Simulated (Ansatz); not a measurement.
# Preparing GaN (P6_3mc) as a host crystal

Aim: the runs on the perfect crystal GaN (P6_3mc) that a defect calculation needs first.

Method: plane-wave PAW DFT, r2SCAN; relaxation of the host's cell and atoms, in the first sound run; inputs show where later runs differ, in Ansatz 0.2.0.

## Step 1: The structure

The structure is hexagonal, space group P6_3mc (No. 186). Conventional cell: a = 3.189 Å, b = 3.189 Å, c = 5.192 Å, α = 90.00°, β = 90.00°, γ = 120.00°. Nearest to Ga lie 4 N at 1.95 to 1.96 Å. Nearest to N lie 4 Ga at 1.95 to 1.96 Å. Farther neighbours and most contacts between anions are not listed.

## Step 2: Host cell relaxation

Cell and atoms are relaxed together, until forces and stress fall under their thresholds.

Input file cell/input.yaml:

```yaml
crystal:
  lattice:
    - [3.1889304, 0.0, 0.0]
    - [-1.5944652, 2.7616947, 0.0]
    - [0.0, 0.0, 5.1923572]
  atoms:
    - { symbol: Ga, position: [0.66666667, 0.33333333, 0.49908371] }
    - { symbol: Ga, position: [0.33333333, 0.66666667, 0.99908371] }
    - { symbol: "N", position: [0.66666667, 0.33333333, 0.87591629] }
    - { symbol: "N", position: [0.33333333, 0.66666667, 0.37591629] }
basis:
  ecutwfc: 500
  xc_grid: 2
hamiltonian:
  xc: r2scan
kpoints:
  mp_grid: { grid: [10, 10, 6] }
scf:
  occupations: { method: fixed }
  max_iter: 100
relax:
  f_tol: 0.005
  max_steps: 60
  cell: {}
output:
  forces: true
  stress: true
checkpoint:
  write: "../cell.run"
  compress: false
  write_wavefunctions: false
  write_every: 100000
```

Run with:

```console
ansatz run input.yaml --threads 32 --pin off --max-ram 84787MiB --backend cpu --events-out ev --progress --plain --runs-dir out
```

Numbers of over 12 decimals in the logs are rounded to 6 here.

What it wrote:

```text
[... repeated set-up lines and file paths are left out, and long positions are rounded to six places ...]
Engine: ansatz 0.2.0, aarch64-unknown-linux-gnu
Pseudopotentials: kind: paw
Pseudopotential: Ga, paw, valence charge 13, recommended cutoff 500 eV (meta_gga), Ga.paw.azcp
Pseudopotential: N, paw, valence charge 5, recommended cutoff 500 eV (meta_gga), N.paw.azcp
Functional definition: r2SCAN
  parameter k0 = 0.174
  parameter k1 = 0.065
  parameter a1 = 4.9479
  exchange = r2scan_x(k0 = k0, k1 = k1, a1 = a1)
  correlation = r2scan_c
Crystal: 4 atoms, lattice volume = 45.728 Å³
Basis set: ecut = 500 eV, 1141 PW (Γ), exchange–correlation on 48×48×80 points (8 copies of the dense FFT grid, shifted against one another)
Bands: 22, of which v1, the nominal top of the filled ones, is band 18 counted from 1 (17 counted from 0)
Symmetry: 12 space group operations
Space group: P63mc (ITA 186), of the structure as read, at distance tolerance 3.6e-5 Å
k-points: 56 of 600 (time reversal used)
Non-local potential: Ga, projectors of the file, l = 0: 2, l = 1: 2, l = 2: 3, l = 3: 1
Non-local potential: N, projectors of the file, l = 0: 2, l = 1: 2, l = 2: 1
PAW form: soft (Blöchl's): semilocal exchange-correlation on the pseudo side does not see the compensation charge
PAW frozen core: Ga, regenerated for the run's functional (the file was generated under x = pbe(κ = 0.804, μ = 0.219515), c = pbe(β = 0.066725))
PAW frozen core: N, regenerated for the run's functional (the file was generated under x = pbe(κ = 0.804, μ = 0.219515), c = pbe(β = 0.066725))
PAW one-centre angular grid: Ga, 590 points (default); XC on 160 Gauss nodes
PAW one-centre angular grid: N, 302 points (default); XC on 160 Gauss nodes
Initial density: superposition of atomic densities (neutral atoms: chi_scale 0, normalization atom), corrected by the library's trained network
Initial wavefunctions: pseudopotential atomic-orbital guess
Functional: x = r2scan, c = r2scan; τ floored in thin density (d = 2e-4 eV/Å³)
SCF iter   1: F=—  HF=-8352.712084 eV  |Δ(HF+E_count)|=         —  Δρ=1.25e-2  dr2=2.67e-2  dr2_τ=1.88e-1  Hψ=4469
preconditioner: auto → Resta (q_TF=auto, 2.622 Å⁻¹)  ε∞=4.5  [insulator: Δε(μ)=2.276 eV  Ē_g=17.609 eV  n_scr=22 (ndim 8)  ℏωp=32.9 eV  f_vac=0.008  ε∞_Penn≈4.5]
SCF iter   2: F=—  HF=-8352.774398 eV  |Δ(HF+E_count)|=   6.23e-2  Δρ=5.84e-3  dr2=9.47e-3  dr2_τ=3.16e-4  Hψ=2878
SCF iter   3: F=—  HF=-8352.773865 eV  |Δ(HF+E_count)|=   5.33e-4  Δρ=3.69e-3  dr2=2.65e-3  dr2_τ=8.80e-5  Hψ=2249
SCF iter   4: F=—  HF=-8352.773883 eV  |Δ(HF+E_count)|=   1.75e-5  Δρ=2.97e-4  dr2=2.13e-5  dr2_τ=7.99e-6  Hψ=2281
SCF iter   5: F=—  HF=-8352.773905 eV  |Δ(HF+E_count)|=   2.29e-5  Δρ=1.29e-4  dr2=3.97e-6  dr2_τ=4.27e-7  Hψ=2117
SCF iter   6: F=—  HF=-8352.773910 eV  |Δ(HF+E_count)|=   4.41e-6  Δρ=3.50e-5  dr2=5.93e-7  dr2_τ=2.74e-8  Hψ=2240
SCF iter   7: F=—  HF=-8352.773910 eV  |Δ(HF+E_count)|=   6.79e-9  Δρ=1.76e-5  dr2=1.40e-7  dr2_τ=8.77e-9  Hψ=4752
SCF iter   8: F=-8352.773910 eV  HF=-8352.773910 eV  |Δ(HF+E_count)|=   2.29e-8  Δρ=7.84e-6  dr2=2.80e-8  dr2_τ=4.71e-10  Hψ=3802
SCF 1 converged in 8 iterations: F = -8352.773910 eV  dr2 = 2.80e-8
  greatest PAW one-centre occupation: 0.995 electrons in one spin orbital (limit 2), on the Ga atom at site 0 (counted from 0), in its partial waves of l = 2
relax step   1: F+E_penalty+E_count = -8352.77390986 eV  Δ(F+E_penalty+E_count) = +0.000e0 eV  max|allowed force component| = 1.263e-3 eV/Å  Δτ_max = 0.0000 Å  P = -1.039 GPa  Ω = 45.728 Å³  (8 SCF iters, dr2 threshold 1.00e-7 eV, accepted)
[... the SCF cycles and remarks between the steps are left out from here to the last step ...]
relax step   2: F+E_penalty+E_count = -8352.77468219 eV  Δ(F+E_penalty+E_count) = -7.723e-4 eV  max|allowed force component| = 1.068e-3 eV/Å  Δτ_max = 0.0001 Å  P = -0.398 GPa  Ω = 45.577 Å³  energy of the carried Pulay correction = +9.336e-5 eV  (5 SCF iters, dr2 threshold 4.00e-7 eV, accepted)
relax step   3: F+E_penalty+E_count = -8352.77485423 eV  Δ(F+E_penalty+E_count) = -1.720e-4 eV  max|allowed force component| = 5.171e-4 eV/Å  Δτ_max = 0.0001 Å  P = +0.005 GPa  Ω = 45.484 Å³  energy of the carried Pulay correction = +1.511e-4 eV  (4 SCF iters, dr2 threshold 3.98e-7 eV, accepted)
Initial wavefunctions: pseudopotential atomic-orbital guess (no wavefunctions were taken with the density)
iter 1 solved again at ethr=2.51e-8 eV; its pass at ethr=3.10e-3 eV (dr2=9.03e-6 eV) is discarded
SCF iter   1: F=—  HF=-8352.774691 eV  |Δ(HF+E_count)|=         —  Δρ=3.29e-5  dr2=3.80e-7  dr2_τ=5.31e-8  Hψ=8152
SCF iter   2: F=—  HF=-8352.774689 eV  |Δ(HF+E_count)|=   1.60e-6  Δρ=1.63e-5  dr2=9.61e-8  dr2_τ=9.04e-9  Hψ=2118
SCF iter   3: F=—  HF=-8352.774689 eV  |Δ(HF+E_count)|=   2.45e-8  Δρ=9.69e-6  dr2=3.02e-8  dr2_τ=8.02e-10  Hψ=1905
SCF iter   4: F=—  HF=-8352.774689 eV  |Δ(HF+E_count)|=   4.87e-9  Δρ=1.44e-6  dr2=1.06e-9  dr2_τ=2.24e-10  Hψ=2249
SCF iter   5: F=—  HF=-8352.774689 eV  |Δ(HF+E_count)|=  1.56e-10  Δρ=5.51e-7  dr2=1.21e-10  dr2_τ=5.60e-12  Hψ=2139
SCF iter   6: F=-8352.774689 eV  HF=-8352.774689 eV  |Δ(HF+E_count)|=  4.00e-11  Δρ=7.54e-8  dr2=1.92e-12  dr2_τ=1.05e-13  Hψ=4471
SCF 4 converged in 6 iterations: F = -8352.774689 eV  dr2 = 1.92e-12
relax step   4: F+E_penalty+E_count = -8352.77468926 eV  Δ(F+E_penalty+E_count) = +1.650e-4 eV  max|allowed force component| = 5.442e-4 eV/Å  Δτ_max = 0.0000 Å  P = +0.004 GPa  Ω = 45.484 Å³  stress off target by 4.83e-3 GPa  SCF on the basis re-selected at this cell (its energy is not comparable with the rows above)  (6 SCF iters)
basis re-selected at this cell: Δ(F+E_penalty+E_count) = +1.650e-4 eV, ΔP = -0.001 GPa vs the last step (what re-selecting the basis moved, of the pressure what is left beyond the Pulay correction that the steps carried, after the strain that the cell walked [...]
SCF converged after 6 iterations
Free energy (F): -8352.774689 eV
Harris-Foulkes:  -8352.774689 eV  (|F-HF|=3.64e-12)
Internal energy: -8352.774689 eV  (E = F + TS)
E sigma→0 (E₀):  -8352.774689 eV
Fermi energy:    9.486724 eV
--- Per-component energies (eV) ---
  E_band       = -29.646353
  E_kinetic    = 494.368707
  E_local      = -3904.007521  (includes V_loc(G=0)·N_el)
  E_nonlocal   = 952.976004
  E_hartree    = 1801.757017
  E_xc         = -243.549400
  E_vxc        = -287.265239  (∫ρ·V_xc dr)
  E_paw        = -4274.770934  (= ΣΔE_a)
  E_vpaw       = -904.914081  (= ΣTr[D̂ρ^β])
  E_aug_tail   = -0.000045  (compensation charges beyond the density's cutoff)
  E_vtau       = 15.681843  (kinetic-family band-sum trace: ∫τ·v_τ [+ j·A + Jᵃ·Aᵃ] dr)
  E_ewald      = -3178.183248
  E_core_change = -1.365269  (= ΣΔE_core)
  E_smearing   = -0.000000  (= −TS)
  E_closure    = 0.000000  (closes the sum)
  Σ components = -8352.774689   (vs F -8352.774689, Δ=0.00e0)
--- Forces (eV/Å), atoms counted from 1 ---
  atom   1  Ga     0.00000000     0.00000000     0.00054712
  atom   2  Ga    -0.00000000    -0.00000000     0.00054712
  atom   3  N      0.00000000     0.00000000    -0.00054132
  atom   4  N     -0.00000000    -0.00000000    -0.00054132
  max |Σ_I F_I| component: 1.16e-5 eV/Å
--- Stress (GPa, compression-positive) ---
        0.004828      -0.000000       0.000000
        0.000000       0.004828       0.000000
        0.000000       0.000000       0.002663
  P = ⅓ Tr σ = 0.0041 GPa (0.041 kbar)
--- Relaxed structure (3 steps of the walk, 3 accepted, 1 SCFs on fresh bases) ---
  F+E_penalty+E_count = -8352.77468926 eV   max|allowed force component| = 5.442e-4 eV/Å   (the final SCF, on the basis selected at the relaxed cell)
  cell:  # Å, volume = 45.4839 Å³
    - [3.183086, 0, 0]
    - [-1.591543, 2.756634, -1.8002487800482376e-19]
    - [0, -3.3847096320056974e-19, 5.183581]
  atoms:
    - { symbol: Ga, position: [0.666667, 0.333333, 0.499108] }
    - { symbol: Ga, position: [0.333333, 0.666667, 0.999108] }
    - { symbol: N, position: [0.666667, 0.333333, 0.875892] }
    - { symbol: N, position: [0.333333, 0.666667, 0.375892] }
```

Wall time 2.8 s (32 threads of Arm Neoverse V2, shared host); peak memory 0.32 GiB; 47 s of CPU time.

Relaxation path:

| step | energy less that of the first step (eV) | largest force component (eV/Å) | pressure (GPa) | volume (Å³) |
| --- | --- | --- | --- | --- |
| 1 | 0.0000 | 0.0013 | -1.04 | 45.73 |
| 2 | -0.0008 | 0.0011 | -0.40 | 45.58 |
| 3 | -0.0009 | 0.0005 | 0.00 | 45.48 |
| 4* | -0.0008 | 0.0005 | 0.00 | 45.48 |

Relaxation steps marked * repeat the geometry before them on a plane-wave basis chosen anew for their cell, so energy and pressure can jump there.

The run keeps the 12 symmetry operations that it works with, so distortions that break them were not tested.

| conventional cell, symmetrised | before | after | change |
| --- | --- | --- | --- |
| a (Å) | 3.189 | 3.183 | -0.2 % |
| b (Å) | 3.189 | 3.183 | -0.2 % |
| c (Å) | 5.192 | 5.184 | -0.2 % |
| volume (Å³/atom) | 11.43 | 11.37 | -0.5 % |

Final coordinates:

```xyz
4
Lattice="3.1831 0.0000 0.0000 -1.5915 2.7566 0.0000 0.0000 0.0000 5.1836" Properties=species:S:1:pos:R:3 pbc="T T T"
Ga    1.5916    0.9189    2.5872
Ga    0.0000    1.8378    5.1790
N     1.5916    0.9189    4.5402
N     0.0000    1.8378    1.9485
```

This step gave:

```
pressure : 0.004106 GPa
```

The cell shrank by 0.5 % in volume.

## Step 3: Dielectric tensors of the host

The response to a uniform electric field gives the electronic dielectric tensor.

This step: plane-wave PAW DFPT, PBEsol; dielectric tensors, Born charges and zone-centre modes of the host (Ansatz 0.2.0).

Input file eps/input.yaml:

```yaml
crystal:
  lattice:
    - [3.1830864089, 0.0, 0.0]
    - [-1.5915432044, 2.7566336925, 0.0]
    - [0.0, 0.0, 5.1835805568]
  atoms:
    - { symbol: Ga, position: [0.6666666667, 0.3333333333, 0.4991084241] }
    - { symbol: Ga, position: [0.3333333333, 0.6666666667, 0.9991084241] }
    - { symbol: "N", position: [0.6666666667, 0.3333333333, 0.8758915759] }
    - { symbol: "N", position: [0.3333333333, 0.6666666667, 0.3758915759] }
basis:
  ecutwfc: 420
hamiltonian:
  xc: pbesol
kpoints:
  mp_grid: { grid: [9, 9, 5] }
scf:
  occupations: { method: fixed }
  max_iter: 100
phonons:
  method: dfpt
  dielectric: true
  rigid_motions: translations
```

What it wrote:

```text
[...]
Crystal: 4 atoms, lattice volume = 45.484 Å³
Basis set: ecut = 420 eV, 893 PW (Γ), exchange–correlation on 48×48×72 points (8 copies of the dense FFT grid, shifted against one another)
Bands: 22, of which v1, the nominal top of the filled ones, is band 18 counted from 1 (17 counted from 0)
Symmetry: 12 space group operations
k-points: 115 of 405 (irreducible under 2 space group operations, time reversal used)
[...]
SCF iter   1: F=—  HF=-8245.714083 eV  |Δ(HF+E_count)|=         —  Δρ=1.27e-2  dr2=7.10e-2  Hψ=8951
[...]
SCF iter   9: F=-8245.693902 eV  HF=-8245.693902 eV  |Δ(HF+E_count)|=  1.07e-10  Δρ=8.37e-8  dr2=2.69e-12  Hψ=13503
SCF 1 converged in 9 iterations: F = -8245.693902 eV  dr2 = 2.69e-12
[...]
NSCF: frozen V_eff on 6 k-points
DFPT response loops at Γ: preconditioner auto → Resta (q_TF=auto, 2.624 Å⁻¹)  ε∞=5.7 (no band partly filled); β = 1.00, the filter's whole step (`scf.mixing.beta` (0.50) is not read by the response loops at its default; [...]
── the response to a field inside a basis, on 12×12×8 k-points: an SCF that follows is theirs, and a resumed run solves both again ──
Bands: 19, of which v1, the nominal top of the filled ones, is band 18 counted from 1 (17 counted from 0)
k-points: 168 of 1152 (irreducible under 4 space group operations, time reversal used)
[...]
Eigensolver: Dense (168 Hₖ)
SCF iter   1: F=—  HF=-8245.692347 eV  |Δ(HF+E_count)|=         —  Δρ=4.93e-4  dr2=2.53e-5
[...]
SCF iter   4: F=-8245.692356 eV  HF=-8245.692356 eV  |Δ(HF+E_count)|=   1.90e-6  Δρ=1.16e-5  dr2=3.52e-8
SCF 1 converged in 4 iterations: F = -8245.692356 eV  dr2 = 3.52e-8
[...]
WARN: field response: ε∞ stands inside a basis, on 12×12×8 points; [...]
SCF converged after 9 iterations
Free energy (F): -8245.693902 eV
[...]
Internal energy: -8245.693902 eV  (E = F + TS)
E sigma→0 (E₀):  -8245.693902 eV
Fermi energy:    9.622835 eV
[...]
--- Band table (eV; the first three rows and the last of 115) ---
[...]
--- Phonons (Γ-DFPT): 4 representative perturbations + reference, on 115 of 405 k-points (Σ response iterations 14) ---
  k mesh reduced under 2 symmetry operations, with k and −k counted as one. Each operation leaves every solved perturbation unchanged. A smaller set is not considered because the run solves the response to a homogeneous field
  ASR residual: 2.731e-5 → 0.000e0 eV/Å²; symmetrization residual: 7.853e-6 eV/Å²
  ASR residual per site (eV/Å²): 2.73e-5 2.73e-5 8.92e-6 8.92e-6
  Γ frequencies (cm⁻¹): 0.00 0.00 0.00 136.50 136.50 327.02 521.60 544.91 544.91 553.54 553.54 677.63
  ε∞ (high-frequency dielectric tensor):
        5.839390     0.000000    -0.000000
        0.000000     5.839390     0.000000
       -0.000000     0.000000     6.022209
  ε⁰ (static dielectric tensor: ions relaxed, cell fixed):
       10.096372    -0.000000    -0.000000
        0.000000    10.096372     0.000000
       -0.000000     0.000000    11.184354
  ε⁰ − ε∞ (ionic part):
        4.256981    -0.000000     0.000000
       -0.000000     4.256981     0.000000
        0.000000     0.000000     5.162145
  softest optical mode at Γ: 136.50 cm⁻¹; the repairs (sum rule, projections) moved no ω² at Γ by more than (1.42 cm⁻¹)²
  Born effective charges Z* (e; rows j = field, columns β = displacement):
    site 0:
         2.61036    0.00000   -0.00000
         0.00000    2.61036    0.00000
        -0.00000    0.00000    2.75153
    site 1:
         2.61036    0.00000   -0.00000
         0.00000    2.61036    0.00000
        -0.00000    0.00000    2.75153
    site 2:
        -2.61036   -0.00000    0.00000
        -0.00000   -2.61036   -0.00000
         0.00000   -0.00000   -2.75153
    site 3:
        -2.61036   -0.00000    0.00000
        -0.00000   -2.61036   -0.00000
         0.00000   -0.00000   -2.75153
  Z* charge neutrality: 3.117e-3 e pre-enforcement
  solved inside a basis spanned on kpoints, on 12×12×8 k-points, its susceptibility summed on 18×18×10: ε∞ is read to err by 1.8e-2, Z* by 1.5e-2 e (field_mesh: kpoints solves on kpoints); Z* is corrected for what the basis lacks
  optical modes at Γ without the LO–TO term, one row a degenerate level:
      ω (cm⁻¹)  modes    IR ((D/Å)²/amu)
        136.50      2             0.0000
        327.02      1             0.0000
        521.60      1            29.9503
        544.91      2            53.9118
        553.54      2             0.0000
        677.63      1             0.0000
  optical modes at Γ + LO–TO along q̂ = [1.0000, 0.0000, 0.0000]:
      ω (cm⁻¹)  modes    IR ((D/Å)²/amu)
        136.50      2             0.0000
        327.02      1             0.0000
        521.60      1            29.9503
        544.91      1            26.9559
        553.54      2             0.0000
        677.63      1             0.0000
        716.52      1            26.9559
  optical modes at Γ + LO–TO along q̂ = [0.0000, 1.0000, 0.0000]:
      ω (cm⁻¹)  modes    IR ((D/Å)²/amu)
        136.50      2             0.0000
        327.02      1             0.0000
        521.60      1            29.9503
        544.91      1            26.9559
        553.54      2             0.0000
        677.63      1             0.0000
        716.52      1            26.9559
  optical modes at Γ + LO–TO along q̂ = [0.0000, 0.0000, 1.0000]:
      ω (cm⁻¹)  modes    IR ((D/Å)²/amu)
        136.50      2             0.0000
        327.02      1             0.0000
        544.91      2            53.9118
        553.54      2             0.0000
        677.63      1             0.0000
        710.83      1            29.9503
```

The job ended after 14 s (32 threads; peak memory 1 GiB; 4.3 min of CPU time).

Electronic dielectric tensor:

```
5.84 0.00 0.00
0.00 5.84 0.00
0.00 0.00 6.02
```

Static dielectric tensor:

```
10.10  0.00  0.00
 0.00 10.10  0.00
 0.00  0.00 11.18
```

The principal values of the electronic dielectric tensor are 5.84, 5.84 and 6.02. The principal values of the static dielectric tensor are 10.10, 10.10 and 11.18.

(Part 1 of 3 ends here.)

[Logs are printed without paths, hosts, clocks, repeated set-up lines and the standing remarks that a program may print on its own settings, such as how far it seeks lower states.]

[Hosts, paths, dates, database ids (printed as entryN), source tags and the programs' standing remarks are cut or masked in the printed files.]

[Runs of the host that timed out are not shown.]

[For some hosts the program warned that the k-mesh of the response run may be too coarse for force constants and the static dielectric constant; such warnings are not always shown.]
